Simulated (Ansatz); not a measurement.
Ideal-gas functions of C3H4N2 (`c1cn[nH]c1`) at 500 K and 1 bar, from an Ansatz frequency run at PBE0-D4/def2-TZVP.

Molar mass 68.08 g/mol, point group Cs (symmetry number 1), electronic degeneracy 1, moments of inertia 51.803, 52.882, 104.685 u Å². Harmonic wavenumbers (cm⁻¹, unscaled): 552, 644, 703, 760, 851, 904, 925, 947, 1061, 1066, 1160, 1209, 1296, 1405, 1446, 1505, 1584, 3258, 3273, 3293, 3690.

Use S(trans) = R[1.5 ln M + 2.5 ln T − 1.1517]; rotational temperatures θ = 24.2544 K / I; S(rot) = R[ln(√π/σ · √(T³/θAθBθC)) + 1.5]; for each mode x = 1.438777 ν̃/T, S = R[x/(eˣ − 1) − ln(1 − e⁻ˣ)] and H = RT x/(eˣ − 1); 1 cm⁻¹ = 0.0119627 kJ/mol; R = 8.31446 J/(mol·K).

Q: By hand: the entropy, in J/(mol·K).

A: Translation 172.2. Rotation: θ = 0.4682, 0.4587, 0.2317 K, giving 107.2. Vibration, mode by mode: 5.29, 4.28, 3.74, 3.29, 2.68, 2.37, 2.26, 2.15, 1.66, 1.64, 1.32, 1.18, 0.96, 0.75, 0.68, 0.59, 0.49, 0.01, 0.01, 0.01, 0.00, in all 35.4. Electronic 0.0. Sum 314.8 J/(mol·K).

Q: By hand: H − E and G − E in kJ/mol, counted from the electronic energy.

A: Zero-point energy ½ × 31532 × 0.0119627 = 188.6; thermal vibration 12.6; translation, rotation and pV give 4 RT = 16.6. H − E = 217.8 kJ/mol, and G − E = 217.8 − 500 × 314.8/1000 = 60.4 kJ/mol.

Vibration gives 11 % of the entropy.
